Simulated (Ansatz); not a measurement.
CaF2:
```xyz
3
Lattice="0.0000 2.7104 2.7104 2.7104 0.0000 2.7104 2.7104 2.7104 0.0000" Properties=species:S:1:pos:R:3 pbc="T T T"
Ca     0.0000     0.0000     0.0000
F      1.3552     1.3552     1.3552
F      4.0656     4.0656     4.0656
```

Tensor components refer to the Cartesian frame of this cell.

Task: Give the high-frequency dielectric tensor and the Born effective charge tensors of the independent atoms from DFPT, plane-wave PAW PBEsol (Ansatz code).

Result: 
ε∞:
```
2.32  0.00  0.00
0.00  2.32  0.00
0.00  0.00  2.32
```
Z* of atom 1 (Ca), rows: field, columns: displacement, in e:
```
2.38  0.00  0.00
0.00  2.38  0.00
0.00  0.00  2.38
```
Z* of atom 2 (F), rows: field, columns: displacement, in e:
```
-1.19   0.00   0.00
 0.00  -1.19   0.00
 0.00   0.00  -1.19
```

Space group Fm-3m (fluorite). Symmetry was held in the PBEsol relaxation.

Potentials: the later of the program's two PAW sets.
